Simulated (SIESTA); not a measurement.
Runs of SIESTA 5.4.2 on SiC (Moissanite). It takes space group P6_3mc (No. 186, hexagonal). The conventional cell has a = 3.076 Å, b = 3.076 Å, c = 5.048 Å, α = 90.00°, β = 90.00°, γ = 120.00°. Si (site symmetry 3m) is surrounded by 4 C at 1.87 to 1.94 Å. Around C (site symmetry 3m) lie 4 Si at 1.87 to 1.94 Å. 

```tsv
task	level	potentials or basis	gap on the mesh (eV)	pressure (GPa)	largest force (eV/Å)
band structure	PBE	PseudoDojo 0.4 standard (PBE files), TZP (energy shift 0.003 Ry)	2.48	6.8	0.81
single point	vdW-DF-C09	PseudoDojo 0.4 standard (PBE files), DZP (energy shift 0.003 Ry)	(b)	(a)	0.85
single point	VV10	PseudoDojo 0.4 standard (PBE files), DZP (energy shift 0.003 Ry)	2.56	10.8	0.85
single point	vdW-DF2	PseudoDojo 0.4 standard (PBE files), DZP (energy shift 0.003 Ry)	2.93	16.0	0.86
single point	vdW-DF	PseudoDojo 0.4 standard (PBE files), DZP (energy shift 0.003 Ry)	2.75	10.6	0.85
```

Alike in all rows: no spin polarisation; cell as given; k mesh 10 × 10 × 5; smearing fermi-dirac 0.05 eV; grid cutoff 500 Ry; energy shift 0.003 Ry.

Fill in the values left out.

(a) 5.3; (b) 2.36.

Caveats: the basis of atomic orbitals isn't converged, which shifts pressures, moduli and gaps; the potentials were made for another functional, which shifts forces and pressure (some runs); an odd mesh through Γ misses points on the zone boundary, where band edges often lie (some runs); the mesh misses the band edges, which the band path finds closer together (some runs); the non-local part is tabulated coarsely and may be off by about a percent (some runs).
